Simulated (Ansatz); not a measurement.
Crystal: Bi.

```
CELL_PARAMETERS angstrom
-1.98143 1.98143 1.98143
1.98143 -1.98143 1.98143
1.98143 1.98143 -1.98143
ATOMIC_POSITIONS crystal
Bi 0.00000 0.00000 0.00000
```

This isn't the form of Bi at room conditions, which is rhombohedral.

Base run:

- Program: Ansatz 0.2.0
- Functional: PBE
- Potentials or basis: Ansatz PAW
- Cutoff: 250 eV
- Density cutoff: 1000 eV
- k mesh: 9 × 9 × 9
- Occupations: fermi-dirac, width 0.05 eV
- Spin: no spin polarisation

Its results: band gap on the k mesh none (metal or under the smearing width); pressure 0.6 GPa.

Question: After a change of settings the same cell gave: band gap on the k mesh none (metal or under the smearing width); pressure 1.8 GPa. Which change was it?
A. functional from PBE to PBEsol; cutoff from 250 eV to 420 eV (not typed: the program's choice for these potentials)
B. potentials or basis from Ansatz PAW to JTH PAW; cutoff from 250 eV to 1800 eV (not typed: the program's choice for these potentials)
C. functional from PBE to m-r2SCAN; cutoff from 250 eV to 500 eV (not typed: the program's choice for these potentials)
D. cutoff from 250 eV to 420 eV (not typed: the program's choice for these potentials); k mesh from 9 × 9 × 9 to 7 × 7 × 7

Answer: D.

Caveats: spin-orbit coupling is left out, which moves the levels of the heavy elements; the pressure holds a Pulay correction of +40.0 GPa for the finite cutoff (some runs); the cutoff lies under the one recommended for these potentials (some runs).
